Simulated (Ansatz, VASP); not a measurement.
**One calculation of Si, two programs**

```
CELL_PARAMETERS angstrom
2.62054 0.00000 0.00000
-1.31027 2.26946 0.00000
0.00000 0.00000 2.46635
ATOMIC_POSITIONS crystal
Si 0.00000 0.00000 0.00000
```

This isn't the form of Si at room conditions, which is diamond.

Alike in both runs: functional r2SCANh; k mesh 6 × 6 × 6; occupations fermi-dirac, width 0.05 eV; no spin polarisation.

```csv
,VASP,Ansatz
version,VASP 6.6.1,Ansatz 0.2.0
potentials or method,"VASP PAW PBE potentials, release 64 (Si)",Ansatz PAW
plane-wave cutoff (eV),520,500
valence electrons in the cell,4,4
task,band structure,single point
```

```csv
,VASP,Ansatz,Ansatz less VASP
gap on the k mesh at the Fermi level (eV),none,none,-
pressure (GPa),2.7,3.2,+0.43
largest component of the traceless stress (GPa),5.83,5.96,+0.124
```

A gap of «none» marks a metal or a gap that the smearing closes.

Caveats: the k mesh is coarse (spacing up to 0.46 Å⁻¹), so the values aren't converged, least of all with exact exchange; the PAW data sets were made with another functional, which shifts forces and pressure a little (VASP); the PAW data sets come from PBE, with cores solved anew for the run's functional, which leaves a small shift of forces and pressure (Ansatz); the thresholds are loose for stress (Ansatz).
